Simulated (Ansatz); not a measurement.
Reactions of `COC(=O)C(C)(C)C`.

Calculated with Ansatz (gas phase, PBE0-D4/def2-TZVP geometries, no zero-point term in ΔE). CBS: MP2 limit from def2 TZ/QZ plus the TZ coupled-cluster correction, frozen cores. This one scheme is used for every species, atoms too. For atomizations the MP2-based limit and the directly extrapolated one differ by several kJ/mol either way, and by 10 to 25 for some Ge, Se and Sn compounds, so smaller differences from it don't rank the levels. Open shells (•) are unrestricted, without spin–orbit coupling. Spin–orbit coupling would lower the free atoms: a little for C, O. Each species was taken in one conformer, which may not be the lowest.

(1) Order these by ΔE at CCSD(T)/CBS, lowest first. (Estimate.)
A. `COC(=O)C(C)(C)C` + H₂O → `CC(C)(C)C(=O)O` + CH₃OH
B. `COC(=O)C(C)(C)C` + `OC1N[SiH2]1` → `CN1[SiH2]C1O` + `CC(C)(C)C(=O)O`
C. `COC(=O)C(C)(C)C` → `CCC(C)C(=O)OC`
D. `COC(=O)C(C)(C)C` → `COC=O` + isobutene
E. `COC(=O)C(C)(C)C` + acetic acid → `CC(=O)OC(C)(C)C` + `COC=O`
F. `COC(=O)C(C)(C)C` + `C#CCO` → `C#CCOC(=O)OC` + `CC(C)C`
G. `COC(=O)C(C)(C)C` → `CO[C]=O`• + `C[C](C)C`•
H. `COC(=O)C(C)(C)C` → 6 C• + 12 H• + 2 O•

Largest T1 diagnostic: 0.020, for `CO[C]=O`•.

## Answers

(1) B (-24.1 kJ/mol), F (-7.4 kJ/mol), C (+4.9 kJ/mol), A (+18.0 kJ/mol), E (+50.8 kJ/mol), D (+122.4 kJ/mol), G (+400.8 kJ/mol), H (+8251.3 kJ/mol).
